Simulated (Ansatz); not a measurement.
SiNi:

```
Ni Si
1.0
     2.94277    0.00000    0.00000
     0.00000    3.28033    0.00000
     0.00000    0.00000    4.67745
Ni Si
2 2
Direct
  0.50000 0.50000 0.34250
  0.00000 0.00000 0.65750
  0.50000 0.50000 0.84314
  0.00000 0.00000 0.15686
```

The cell is a database's computed one.

Base run:

| Quantity | Value |
| --- | --- |
| Program | Ansatz 0.2.0 |
| Functional | PBEsol |
| Potentials or basis | all-electron LAPW, scalar-relativistic |
| Cutoff | 270 eV (chosen from the basis error) |
| Basis error allowed | 0.002 eV/atom |
| k mesh | 9 × 8 × 6 |
| Occupations | fermi-dirac, width 0.05 eV |
| Spin | collinear spin, ferromagnetic start |
| Starting moments | [1.0, 1.0, 0.0, 0.0] μB |
| Hubbard terms | Ni d U = 2 eV |

Its results: band gap on the k mesh none (metal or under the smearing width); pressure -0.3 GPa; net moment 0.00 μB per cell; largest force 0.128 eV/Å.

Q: The run is repeated on the same cell with these changes: hubbard terms from Ni d U = 2 eV to Ni d U = 8 eV. What comes out?

A: Band gap on the k mesh none (metal or under the smearing width); pressure -0.7 GPa; net moment 0.00 μB per cell; largest force 0.212 eV/Å.

Caveats: the magnetic state may not be the lowest; U is the effective U less J, on atomic orbitals that reach past the spheres; the U is typed as a test and isn't derived for this compound; the density of states is complete only up to the lowest level of the last band computed; the starting moments weren't kept.
